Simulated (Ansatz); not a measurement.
The structure comes from a relaxation in the same program, started in the sc type. Whether it is a known phase or the ground state wasn't checked. The listed cell was then made from it by scaling, straining or moving an atom.

An input for Si: DFT, PBE, PAW with Ansatz's default frozen-core files, scalar-relativistic (Ansatz 0.2.0).

Command: `ansatz run input.yaml --threads 1 --pin off --max-ram 2048MiB --backend cpu --events-out ev --progress --plain --runs-dir out` The run took about 1.8 s on 1 thread of a shared machine.

```yaml
crystal:
  lattice:
    - [2.5657244225, 0.0, 0.0]
    - [0.0, 2.5657244225, 0.0]
    - [0.0, 0.0, 2.5657244225]
  atoms:
    - { symbol: Si, position: [0.0, 0.0, 0.0] }
kpoints:
  mp_grid: { grid: [14, 14, 14] }
scf:
  occupations: { method: fermi_dirac, width: 0.03 }
hamiltonian:
  xc: pbe
  pseudopotentials: { kind: paw }
output:
  forces: true
  stress: true
  eigenvalues: true
  efg: { contact_densities: true }
```

The results part of the log:

```
SCF 1 converged in 6 iterations: F = -635.459684 eV  dr2 = 6.02e-10
  greatest PAW one-centre occupation: 0.661 electrons in one spin orbital (limit 2), on the Si atom at site 0 (counted from 0), in its partial waves of l = 0
SCF converged after 6 iterations
Free energy (F): -635.459684 eV
Harris-Foulkes:  -635.459684 eV  (|F-HF|=1.68e-10)
Internal energy: -635.459117 eV  (E = F + TS)
E sigma→0 (E₀):  -635.459400 eV
Entropy (-TS):   -0.000566 eV (-0.566 meV/atom)
Fermi energy:    8.241907 eV
--- Per-component energies (eV) ---
  E_band       = 12.578549
  E_kinetic    = 39.531605
  E_local      = -7.557084  (includes V_loc(G=0)·N_el)
  E_nonlocal   = 25.509331
  E_hartree    = 1.934956
  E_xc         = -55.162537
  E_vxc        = -46.715768  (∫ρ·V_xc dr)
  E_paw        = -512.325010  (= ΣΔE_a)
  E_vpaw       = -2.059512  (= ΣTr[D̂ρ^β])
  E_aug_tail   = 0.000007  (compensation charges beyond the density's cutoff)
  E_ewald      = -127.390385
  E_smearing   = -0.000566  (= −TS)
  E_closure    = 0.000000  (closes the sum)
  Σ components = -635.459684   (vs F -635.459684, Δ=0.00e0)
--- Forces (eV/Å), atoms counted from 1 ---
  atom   1  Si    -0.00000000    -0.00000000     0.00000000
  max |Σ_I F_I| component: 3.34e-33 eV/Å
--- Stress (GPa, compression-positive) ---
       -3.645335       0.000000       0.000000
        0.000000      -3.645335      -0.000000
        0.000000       0.000000      -3.645335
  P = ⅓ Tr σ = -3.6453 GPa (-36.453 kbar)
--- PAW observables at the nuclei: V_zz in 10²¹ V/m², potentials from the cell's mean, atoms counted from 1 ---
  atom   1  Si V_zz =    +0.000000   η = 0.0000   by run symmetry: forbidden
            electrostatic potential = -1359.968000 V   contact ρ = 12816.196090 e/Å³
--- Band table (eV; the first three rows and the last of 120) ---
  k-point 0: bands = ["-4.6034", "15.6474", "15.6474", "15.6474", "15.6645", "15.6645"]
  k-point 1: bands = ["-4.4936", "13.2588", "15.7382", "15.7382", "15.7531", "17.8786"]
  k-point 2: bands = ["-4.1653", "10.8707", "16.0085", "16.0085", "16.0133", "19.6699"]
  k-point 119: bands = ["8.7485", "8.7485", "8.7485", "11.2272", "13.4396", "13.4396"]
```
